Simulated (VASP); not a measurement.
# HfN (F-43m) in VASP: a series of runs

Runs on HfN. Level: PBEsol. Tasks: single point.

Everything below comes from runs of VASP 6.6.1. Logs are shortened: lines on timing, memory, paths and dates and some standing lists are left out, and cuts for length are marked.

### Step 1. The crystal as given

Symmetry: F-43m, No. 216, cubic system. Conventional cell: a = 4.910 Å, b = 4.910 Å, c = 4.910 Å, α = 90.00°, β = 90.00°, γ = 90.00°. Hf (site symmetry -43m) has 4 N at 2.13 Å as nearest neighbours. Around N (site symmetry -43m) lie 4 Hf at 2.13 Å.

The cell comes from a database or a generator and needn't be the stable form of this composition.

### Step 2. Single point, PBEsol

INCAR

```
SYSTEM = HfN
PREC = Accurate ; ENCUT = 460
EDIFF = 1E-7 ; ISMEAR = 0
SIGMA = 0.2 ; LREAL = .False.
LASPH = .True. ; NELM = 100
ALGO = Normal ; ISIF = 2
LWAVE = .False. ; LCHARG = .False.
GGA = PS ; ADDGRID = .False.
```

KPOINTS

```
Automatic mesh
0
Gamma
  5 5 5
  0 0 0
```

POSCAR

```
HfN
1.0
    0.0000000000      2.4548220000      2.4548220000
    2.4548220000      0.0000000000      2.4548220000
    2.4548220000      2.4548220000      0.0000000000
Hf N
1 1
Direct
    0.0013890000     -0.0035870000      0.0084710000
    0.2560200000      0.2829830000      0.2320270000
```

Potentials or basis: VASP PAW PBE potentials, release 64 (Hf_pv, N).

The run is started by

```bash
cat potpaw_PBE.64/Hf_pv/POTCAR potpaw_PBE.64/N/POTCAR > POTCAR
mpirun -np 1 vasp_std > vasp.out
```

OUTCAR:

```text
SYSTEM = HfN
   PREC = Accurate
   ENCUT = 460
   EDIFF = 1E-7
   ISMEAR = 0
   LREAL = .False.
   LASPH = .True.
   NELM = 100
   ISIF = 2
   GGA = PS

 Found     63 irreducible k-points:

 Following reciprocal coordinates:
            Coordinates               Weight
  0.000000  0.000000  0.000000      1.000000
  0.200000  0.000000  0.000000      2.000000
  0.000000  0.200000  0.000000      2.000000
  0.000000  0.000000  0.200000      2.000000
  0.200000  0.200000  0.200000      2.000000
  0.400000  0.000000  0.000000      2.000000
   k-points           NKPTS =     63   k-points in BZ     NKDIM =     63   number of bands    NBANDS=     11
   number of dos      NEDOS =    301   number of ions     NIONS =      2
   total plane-waves  NPLWV =  13824
   dimension x,y,z NGX =    24 NGY =   24 NGZ =   24
   dimension x,y,z NGXF=    48 NGYF=   48 NGZF=   48
   ions per type =               1   1
   NGX,Y,Z   is equivalent  to a cutoff of  11.49, 11.49, 11.49 a.u.
   NGXF,Y,Z  is equivalent  to a cutoff of  22.99, 22.99, 22.99 a.u.
 SYSTEM =  HfN
   PREC   = accura    normal or accurate (medium, high low for compatibility)
   ISTART =      0    job   : 0-new  1-cont  2-samecut
   ICHARG =      2    charge: 1-file 2-atom 10-const
   ISPIN  =      1    spin polarized calculation?
   LNONCOLLINEAR =      F non collinear calculations
   LSORBIT =      F    spin-orbit coupling
   LASPH  =      T    aspherical Exc in radial PAW
   ENCUT  =  460.0 eV  33.81 Ry    5.81 a.u.   6.07  6.07  6.07*2*pi/ulx,y,z
   NELM   =    100;   NELMIN=  2; NELMDL= -5     # of ELM steps
   EDIFF  = 0.1E-06   stopping-criterion for ELM
   LREAL  =      F    real-space projection
   EDIFFG = 0.1E-05   stopping-criterion for IOM
   NSW    =      0    number of steps for IOM
   IBRION =     -1    ionic relax: 0-MD 1-quasi-New 2-CG
   NFREE  =      0    steps in history (QN), initial steepest desc. (CG)
   ISIF   =      2    stress and relaxation
   ISYM   =      2    0-nonsym 1-usesym 2-fastsym
   POTIM  = 0.5000    time-step for ionic-motion
   TEBEG  =    0.0;   TEEND  =   0.0 temperature during run
   PSTRESS=    0.0 pullay stress
   NELECT =      15.0000    total number of electrons
   NUPDOWN=      -1.0000    fix difference up-down
   EMIN   =  10.00;   EMAX   =-10.00  energy-range for DOS
   EFERMI =   0.00;   METHOD = LEGACY
   ISMEAR =     0;   SIGMA  =   0.20  broadening in eV -4-tet -1-fermi 0-gaus
   EFERMI_NEDOS =   21; number of points for ismear=-14 and -15
   IALGO  =     38    algorithm
   IMIX   =      4    mixing-type and parameters
     AMIX     =   0.40;   BMIX     =  1.00
     AMIX_MAG =   1.60;   BMIX_MAG =  1.00
  volume/ion in A,a.u.               =      14.79        99.83
  Fermi-wavevector in a.u.,A,eV,Ry     =   1.305395  2.466839 23.185087  1.704056
  Thomas-Fermi vector in A             =   2.436267
   LORBIT       =      0    0 simple, 1 ext, 2 COOP (PROOUT), +10 PAW based schemes
   GGA     = PS    functional components
   LHFCALC =     F    Hartree Fock is set to
   AEXX    =    0.0000 exact exchange contribution
   IVDW    =     0    specifies the selected vdW correction
   LEPSILON=     F    determine dielectric tensor
   LRPA    =     F    only Hartree local field effects (RPA)
 non-spin polarized calculation
 Gauss-broadening in eV      SIGMA  =   0.20
  energy-cutoff  :      460.00
  volume of cell :       29.59
 maximum number of plane-waves:       678
   NGX = 13   NGY = 13   NGZ = 13

 number of electron      15.0000000 magnetization

 Free energy of the ion-electron system (eV)
  ---------------------------------------------------
  ext. energy  EPLUGINS =         0.00000000
  ---------------------------------------------------
  free energy    TOTEN  =       -22.15349427 eV

  energy without entropy =      -22.13261362  energy(sigma->0) =      -22.14305394

 E-fermi :   5.6231     XC(G=0): -11.3928

 val. band max:        5.6069751433   @ k =   0.2000  -0.2000  -0.2000
 cond. band min:       5.6658996009   @ k =   0.4000   0.4000   0.2000
 fundamental gap:      0.0589244576
 Fermi energy:         5.6230897249

 k-point     1 :       0.0000    0.0000    0.0000
  band No.  band energies     occupation
      1     -25.4496      2.00000
      2     -25.4428      2.00000
      3     -25.4381      2.00000
      4     -10.4970      2.00000
      5       0.0091      2.00000
      6       0.1544      2.00000
      7       0.3193      2.00000
      8       4.8443      2.00000
      9       7.7814      0.00000
     10       7.7973      0.00000
     11      11.5636      0.00000

 k-point     2 :       0.2000    0.0000    0.0000
  band No.  band energies     occupation
      1     -25.6166      2.00000
      2     -25.4712      2.00000
      3     -25.4587      2.00000
      4     -10.0655      2.00000
      5      -0.4228      2.00000
      6       0.3902      2.00000
      7       0.4803      2.00000
      8       6.3993      0.00000
      9       7.4101      0.00000
     10       7.4764      0.00000
     11      11.4865      0.00000

 k-point     3 :       0.0000    0.2000    0.0000
  band No.  band energies     occupation
      1     -25.6318      2.00000
      2     -25.4668      2.00000
      3     -25.4604      2.00000
      4     -10.0149      2.00000
      5      -0.4949      2.00000
      6       0.5096      2.00000
      7       0.5852      2.00000
      8       6.3583      0.00000
      9       7.2815      0.00000
     10       7.3292      0.00000
     11      11.9315      0.00000

 k-point     4 :       0.0000    0.0000    0.2000
  band No.  band energies     occupation
      1     -25.6006      2.00000
      2     -25.4712      2.00000
      3     -25.4625      2.00000
      4     -10.1160      2.00000
      5      -0.3026      2.00000
      6       0.2858      2.00000
      7       0.3221      2.00000
      8       6.5496      0.00000
      9       7.4797      0.00000
     10       7.5694      0.00000
     11      10.9798      0.00000

 k-point     5 :       0.2000    0.2000    0.2000
  band No.  band energies     occupation
      1     -25.6073      2.00000
      2     -25.4714      2.00000
      3     -25.4601      2.00000
      4     -10.0976      2.00000
      5      -0.3556      2.00000
      6       0.3214      2.00000
      7       0.3949      2.00000
      8       6.4802      0.00000
      9       7.4290      0.00000
     10       7.5685      0.00000
     11      11.1582      0.00000

 k-point     6 :       0.4000    0.0000    0.0000
  band No.  band energies     occupation
      1     -25.8801      2.00000
      2     -25.5093      2.00000
      3     -25.4916      2.00000
      4      -9.4486      2.00000
      5      -0.2933      2.00000
      6       0.6237      2.00000
      7       0.8665      2.00000
      8       7.2406      0.00000
      9       7.6217      0.00000
     10       8.2485      0.00000
     11      10.0001      0.00000

 [... further k-points ...]
[... 5 lines left out ...]
  --------------------------------------------------------------------------------------
  -------------------------------------------------------------------------------------
  Total       -0.8483854     -0.8496910     -0.8808654     -0.9596348     -0.3630914      0.5675142
  in kB      -45.9424076    -46.0131108    -47.7012899    -51.9668680    -19.6624000     30.7324560
  external PRESSURE =     -46.5522695 kB  Pullay stress =       0.0000000 kB

 VOLUME and BASIS-vectors are now :
 -----------------------------------------------------------------------------
  energy-cutoff  :      460.00
  volume of cell :       29.59
      direct lattice vectors                 reciprocal lattice vectors
     0.000000000  2.454822000  2.454822000    -0.203680756  0.203680756  0.203680756
     2.454822000  0.000000000  2.454822000     0.203680756 -0.203680756  0.203680756
     2.454822000  2.454822000  0.000000000     0.203680756  0.203680756 -0.203680756

 POSITION                                       TOTAL-FORCE (eV/Angst)
 -----------------------------------------------------------------------------------
      2.46681      0.02420      2.44943         0.334403     -0.567741      0.954374
      1.26426      1.19807      1.32316        -0.334403      0.567741     -0.954374
 -----------------------------------------------------------------------------------
    total drift:                               -0.000024      0.000187     -0.000076

  FREE ENERGIE OF THE ION-ELECTRON SYSTEM (eV)
  ---------------------------------------------------
  free  energy   TOTEN  =       -22.1534942667 eV

  energy  without entropy=      -22.1326136193  energy(sigma->0) =      -22.14305394
```

It took 6 s on 1 thread of Intel Xeon 6975P-C (Granite Rapids), shared host; peak memory 0.15 GiB.

The run converged, but some of its settings lie outside the range that counts as converged, so its numbers aren't taken as properties of the crystal.

Results:

* Free energy: -22.1535 eV
* Pressure: -4.7 GPa
* Largest force: 1.160 eV/Å
* Band gap on the k mesh: none (metal or under the smearing width)

Caveat: the k mesh is coarse (spacing up to 0.44 Å⁻¹), so the values aren't converged; the cutoff is under 1.25 times the usual one of these potentials, so pressure, stress and relaxed cells hold a basis-set (Pulay) error; the PAW data sets were made with another functional, which shifts forces and pressure a little.

### Step 3. Single point, PBEsol

INCAR, as its differences from that of step 2:

```diff
@@ -3,3 +3,3 @@
 EDIFF = 1E-7 ; ISMEAR = 0
-SIGMA = 0.2 ; LREAL = .False.
+SIGMA = 0.1 ; LREAL = .False.
 LASPH = .True. ; NELM = 100
```

KPOINTS is that of step 2.

POSCAR

```
HfN
1.0
    0.0000000000      2.4548220000      2.4548220000
    2.4548220000      0.0000000000      2.4548220000
    2.4548220000      2.4548220000      0.0000000000
Hf N
1 1
Direct
    0.0000000000      0.0000000000      0.0000000000
    0.2500000000      0.2500000000      0.2500000000
```

Potentials or basis: VASP PAW PBE potentials, release 64 (Hf_pv, N).

The run is started by

```bash
cat potpaw_PBE.64/Hf_pv/POTCAR potpaw_PBE.64/N/POTCAR > POTCAR
mpirun -np 1 vasp_std > vasp.out
```

Wall time 2.6 s (1 thread of Intel Xeon 6975P-C (Granite Rapids), shared host); peak memory 0.13 GiB.

The run converged, but some of its settings lie outside the range that counts as converged, so its numbers aren't taken as properties of the crystal.

What came out:

- Free energy: -22.1914 eV
- Pressure: -6.0 GPa
- Band gap on the k mesh: none (metal or under the smearing width)

Caveat: the k mesh is coarse (spacing up to 0.44 Å⁻¹), so the values aren't converged; the cutoff is under 1.25 times the usual one of these potentials, so pressure, stress and relaxed cells hold a basis-set (Pulay) error; the PAW data sets were made with another functional, which shifts forces and pressure a little.

### Step 4. Single point, PBEsol

INCAR is that of step 3.

KPOINTS is that of step 3.

POSCAR

```
HfN
1.0
    0.0000000000      2.4548220000      2.4548220000
    2.4548220000      0.0000000000      2.4548220000
    2.4548220000      2.4548220000      0.0000000000
Hf N
1 1
Direct
    0.0013890000     -0.0035870000      0.0084710000
    0.2560200000      0.2829830000      0.2320270000
```

The run is started by

```bash
cat potpaw_PBE.64/Hf_pv/POTCAR potpaw_PBE.64/N/POTCAR > POTCAR
mpirun -np 1 vasp_std > vasp.out
```

Run time: 6.7 s. Hardware: 1 thread of Intel Xeon 6975P-C (Granite Rapids), shared host; peak memory 0.14 GiB.

These settings aren't checked as converged: the numbers below hold their error.

Results:

```yaml
Free_energy: -22.1457 eV
Pressure: -4.7 GPa
Largest_force: 1.103 eV/Å
Band_gap_on_the_k_mesh: none (metal or under the smearing width)
```

Caveat: the k mesh is coarse (spacing up to 0.44 Å⁻¹), so the values aren't converged; the cutoff is under 1.25 times the usual one of these potentials, so pressure, stress and relaxed cells hold a basis-set (Pulay) error; the PAW data sets were made with another functional, which shifts forces and pressure a little.

(Continued in part 2 of 2.)
